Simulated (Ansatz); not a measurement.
## Straining Zr3O

These are results of DFT r2SCAN, scalar-relativistic, plane waves, PAW (Ansatz), not measurements. (500 eV cutoff, 6×6×8 k-mesh, Gaussian smearing of 0.10 eV, no spin polarisation)

Starting point, cell and atoms relaxed:

```yaml
crystal:
  lattice:
    - [5.65097, 0.00000, 0.00000]
    - [-2.82549, 4.89389, 0.00000]
    - [0.00000, 0.00000, 5.19483]
  atoms:
    - { symbol: Zr, position: [0.00000, 0.66016, 0.50000] }
    - { symbol: Zr, position: [0.00000, 0.33984, 0.00000] }
    - { symbol: Zr, position: [0.66016, 0.66016, 0.00000] }
    - { symbol: Zr, position: [0.66016, 0.00000, 0.50000] }
    - { symbol: Zr, position: [0.33984, 0.33984, 0.50000] }
    - { symbol: Zr, position: [0.33984, 0.00000, 0.00000] }
    - { symbol: O, position: [0.66667, 0.33333, 0.75000] }
    - { symbol: O, position: [0.33333, 0.66667, 0.25000] }
```

Deformation: biaxial strain in the a-b plane, with the length and tilt of c and the atoms relaxed, all within the symmetry that the strain leaves. Energies are extrapolated to zero smearing.

```tsv
strain (%)	ΔE (meV/atom)	a (Å)	b (Å)	c (Å)
-4.0	47.7	5.425	5.425	5.382
-2.0	11.9	5.538	5.538	5.280
+0.0	0.0	5.651	5.651	5.195
+2.0	11.4	5.764	5.764	5.124
+4.0	44.8	5.877	5.877	5.064
```

(1) What stiffness (1/V) d²E/dε² at zero strain does a cubic fit over all points give?

(2) How does the free axis c answer a small strain?

Results:

(1) A cubic fit gives (1/V) d²E/dε² = 515 GPa at zero strain (twice the biaxial modulus).

(2) Between the innermost points its strain is -0.75 times the applied one.